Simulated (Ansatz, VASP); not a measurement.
**One calculation of AgCl, two programs**

INCAR

```
PREC = Accurate
ENCUT = 520
EDIFF = 1E-6
ISMEAR = 0
SIGMA = 0.01
LREAL = False
LASPH = True
NELM = 80
ALGO = Normal
ISIF = 2
LWAVE = False
LCHARG = False
GGA = PE
NBANDS = 26
```

Contents of KPOINTS:

```
regular mesh
0
Gamma
  6 6 4
```

Contents of POSCAR:

```
AgCl
1.0
    4.1538388432      0.0000000000      0.0000000000
   -2.0769194216      3.5973299615      0.0000000000
    0.0000000000      0.0000000000      6.3214313952
Ag Cl
2 2
Direct
    0.0000000000      0.0000000000      0.0000000000
    0.0000000000      0.0000000000      0.5000000000
    0.3333333333      0.6666666667      0.2500000000
    0.6666666667      0.3333333333      0.7500000000
```

Input for Ansatz:

```yaml
crystal:
  lattice:
    - [4.1538388432, 0.0, 0.0]
    - [-2.0769194216, 3.5973299615, 0.0]
    - [0.0, 0.0, 6.3214313952]
  atoms:
    - { symbol: Ag, position: [0.0, 0.0, 0.0] }
    - { symbol: Ag, position: [0.0, 0.0, 0.5] }
    - { symbol: Cl, position: [0.3333333333, 0.6666666667, 0.25] }
    - { symbol: Cl, position: [0.6666666667, 0.3333333333, 0.75] }
kpoints:
  mp_grid: { grid: [6, 6, 4] }
hamiltonian:
  xc: pbe
scf:
  occupations: { method: fixed }
  n_extra_bands: 5
output:
  forces: true
  stress: true
  eigenvalues: true
```

Alike in both runs: task single point; functional PBE; k mesh 6 × 6 × 4; no spin polarisation.

|  | VASP | Ansatz |
| --- | --- | --- |
| version | VASP 6.6.1 | Ansatz 0.2.0 |
| potentials or method | VASP PAW PBE potentials, release 64 (Ag, Cl) | plane waves, PAW |
| plane-wave cutoff (eV) | 520 | 420 |
| occupations | gaussian, width 0.01 eV | fixed |
| valence electrons in the cell | 36 | 52 |

```tsv
	VASP	Ansatz	Ansatz less VASP
gap on the k mesh at the Fermi level (eV)	0.92	0.92	+0.001
pressure (GPa)	-2.3	-2.2	+0.10
largest component of the traceless stress (GPa)	0.07	0.07	-0.001
```

The two sets of potentials don't hold the same shells in valence.
